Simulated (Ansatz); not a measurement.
## Trial inputs on InSb

All trials start from this Ansatz input:

```yaml
crystal:
  lattice:
    - [0.0, 3.073513, 3.073513]
    - [3.073513, 0.0, 3.073513]
    - [3.073513, 3.073513, 0.0]
  atoms:
    - { symbol: In, position: [0.0, 0.0, 0.0] }
    - { symbol: Sb, position: [0.5, 0.5, 0.5] }
basis:
  ecutwfc: 420
kpoints:
  mp_grid: { grid: [4, 4, 4] }
hamiltonian:
  xc: pbe
scf:
  occupations: { method: gaussian, width: 0.1 }
output:
  forces: true
  stress: true
  eigenvalues: true
```

Command:

```bash
ansatz run input.yaml --threads 1 --pin off --max-ram 1331MiB --backend cpu --events-out ev --progress --plain --runs-dir out
```

The run converges in 7 SCF iterations on 8 irreducible k-points: pressure 1.83 GPa, no gap.

Settings here are deliberately varied, not converged. Each trial's input is given as a difference from the reference's; energies are extrapolated to zero smearing where there is one, and pressure is positive in compression. Charged cells sit in a uniform background, and their pressures hang on that convention.

Question: Trial 1:

```diff
+total_charge: 0.25
 basis:
-  ecutwfc: 420
+  ecutwfc: 590
```

What does the program give?

Answer: The run converges in 8 SCF iterations on 8 irreducible k-points: pressure 2.22 GPa (with the neutralising background of the charged cell), no gap.

Question: Trial 2:

```diff
+total_charge: -0.1
-basis:
-  ecutwfc: 420
+basis: {}
 scf:
+  mixing: { ndim: -1 }
+  max_iter: 79
 output:
-  stress: true
+  stress: false
+phonons:
+  method: fd
```

What happens?

Answer: The program refuses the input:

```text
Error: YAML parse error: error: line 17 column 19: invalid u64
```

Next try, with these keys changed back:

```diff
 scf:
-  mixing: { ndim: -1 }
```

The program refuses the input:

```text
Error: invalid value for `phonons.supercell`: required by the finite-displacement method on a deck with neither qmesh nor qpoints — the diagonal repeat sets the real-space truncation of the force constants; set supercell: [n1, n2, n3], or qmesh: [n1, n2 …
```

Next try, with these keys changed back:

```diff
-phonons:
-  method: fd
```

The run converges in 8 SCF iterations on 8 irreducible k-points: no gap.

Question: Trial 3:

```diff
+total_charge: -2
 basis:
+  ecutrho_ratio: 6
```

What happens?

Answer: The run converges in 8 SCF iterations on 8 irreducible k-points: pressure 2.96 GPa (with the neutralising background of the charged cell).

Question: Trial 4:

```diff
 basis:
-  ecutwfc: 420
+  ecutwfc: "25 Ry"
```

What does the program give?

Answer: The run converges in 7 SCF iterations on 8 irreducible k-points: energy 6.41 meV per atom above the reference, pressure 1.80 GPa, no gap. It warns that the cutoff lies under the recommended one, 420 eV for these potentials.

Question: Trial 5:

```diff
+total_charge: 0.25
 kpoints:
-  mp_grid: { grid: [4, 4, 4] }
+  mp_grid: { grid: [4, 1, 3] }
 hamiltonian:
-  xc: pbe
+  xc: lda
 scf:
+  max_iter: 80
+  convergence: { dr2_threshold: "1e-7 eV" }
+accuracy: high
```

How does this run end?

Answer: The run converges in 7 SCF iterations on 7 irreducible k-points: pressure 6.11 GPa (with the neutralising background of the charged cell), no gap. It warns that the SCF threshold is loose for the stress; that the mesh lowers the symmetry.